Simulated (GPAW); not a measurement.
ZnSe (Stilleite):

```
Se Zn
1.0
     0.00000    2.83380    2.83380
     2.83380    0.00000    2.83380
     2.83380    2.83380    0.00000
Se Zn
1 1
Cartesian
  4.2507 4.2507 4.2507
  0.0000 0.0000 0.0000
```

Program: GPAW 26.7.0. Alike in all runs: cell as given; cutoff (eV) 600.

Problem. Order these runs on this cell by their band gap on the k mesh, lowest first.
A. level TB-mBJ; potentials or basis GPAW PAW data sets for LDA (gpaw-data 1.2.1), pw; spin off; k mesh 7 × 7 × 7; smearing fermi-dirac 0.05 eV
B. level AM05; potentials or basis PAW data sets generated in the run's folder for this functional, pw; spin SOC, no magnetisation; k mesh 7 × 7 × 7; smearing fermi-dirac 0.05 eV; band path GXWKGLUWLK,UX; band points 60; spin axis theta (degrees) 54.7; spin axis phi (degrees) 45
C. level RPBE; potentials or basis the program's PAW data sets (release 1.2.1) made for this functional, pw; spin off; k mesh 8 × 8 × 8; smearing fermi-dirac 0.05 eV; band path GXWKGLUWLK,UX; band points 80
D. level PBE; potentials or basis GPAW PAW data sets (gpaw-data 1.2.1), pw; spin off; k mesh 8 × 8 × 8; smearing gaussian 0.028 eV
E. level r4SCAN; potentials or basis GPAW PAW data sets (gpaw-data 1.2.1), pw; spin SOC, no magnetisation; k mesh 7 × 7 × 7; smearing fermi-dirac 0.05 eV; band path GXWKGLUWLK,UX; band points 60; spin axis theta (degrees) 54.7; spin axis phi (degrees) 45

Solution. B (1.15 eV), D (1.30 eV), C (1.46 eV), E (1.63 eV), A (2.73 eV).

Caveats: spin-orbit coupling was added after a scalar SCF, so levels and gaps hold it while energy, forces, pressure and moments don't (some runs); this program's spin-orbit splittings come out too wide for heavy elements (some runs); a model potential gives levels but no total energy (some runs); an odd mesh through Γ misses points on the zone boundary, where band edges often lie (some runs).

Not every run made on this cell is shown here.
